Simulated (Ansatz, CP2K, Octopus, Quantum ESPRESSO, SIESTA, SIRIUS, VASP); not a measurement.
## AlN: programs and potentials compared

```xyz
4
Lattice="3.1130 0.0000 0.0000 -1.5565 2.6959 0.0000 0.0000 0.0000 4.9810" Properties=species:S:1:pos:R:3 pbc="T T T"
Al    1.5565    0.8986    2.4905
Al    0.0000    1.7973    0.0000
N     1.5565    0.8986    4.3833
N     0.0000    1.7973    1.8928
```

Alike in all runs: task single point; functional PBEsol; k mesh 10 × 10 × 6; occupations fermi-dirac, width 0.05 eV; no spin polarisation; no spin-orbit coupling. Pressure is positive in compression and, in plane waves, holds the error of the finite cutoff.

```csv
program and potentials,plane-wave cutoff (eV),notes,pressure (GPa),largest force (eV/Å)
"Quantum ESPRESSO, GBRV 1.5 PBEsol",612,-,0.60,0.128
"CP2K, POTENTIAL_UZH Al GTH-PBE-q3, N GTH-PBE-q5; TZVP-MOLOPT-PBE-GTH basis",-,atomic basis; potentials made for PBE,2.38,-
"SIESTA, files PseudoDojo sr-pbesol-0.4.1-standard, DZP (energy shift 0.003 Ry)",-,atomic basis,1.92,0.136
"Octopus, pseudodojo_pbesol (PseudoDojo 0.4, PBEsol)",-,-,-,0.132
"SIRIUS, PseudoDojo 0.4.1 PBEsol standard (scalar relativistic)",1152,-,0.13,0.132
"Ansatz, all-electron LAPW, scalar-relativistic",-,-,0.11,0.130
"VASP, PBE PAW files Al, N, 520 eV",520,potentials made for PBE,0.23,0.132
```

Force on atom 1 (Al), eV/Å:

| program and potentials | x | y | z |
| --- | --- | --- | --- |
| Quantum ESPRESSO, GBRV 1.5 PBEsol | 0.000 | 0.000 | -0.128 |
| SIESTA, files PseudoDojo sr-pbesol-0.4.1-standard, DZP (energy shift 0.003 Ry) | 0.000 | 0.000 | -0.136 |
| Octopus, pseudodojo_pbesol (PseudoDojo 0.4, PBEsol) | 0.000 | 0.000 | -0.132 |
| SIRIUS, PseudoDojo 0.4.1 PBEsol standard (scalar relativistic) | 0.000 | 0.000 | -0.132 |
| Ansatz, all-electron LAPW, scalar-relativistic | 0.000 | 0.000 | -0.130 |
| VASP, PBE PAW files Al, N, 520 eV | 0.000 | 0.000 | -0.132 |

The pressure spans 0.11 (Ansatz, all-electron LAPW, scalar-relativistic) to 2.38 GPa (CP2K, POTENTIAL_UZH Al GTH-PBE-q3, N GTH-PBE-q5; TZVP-MOLOPT-PBE-GTH basis), with all-electron results at 0.11. Rows in atomic bases carry the error of their basis and grid, which can be large.

The functional is the same throughout but for its coding, so the spread measures potentials, basis and numerics; runs on potential files found faulty are left out.
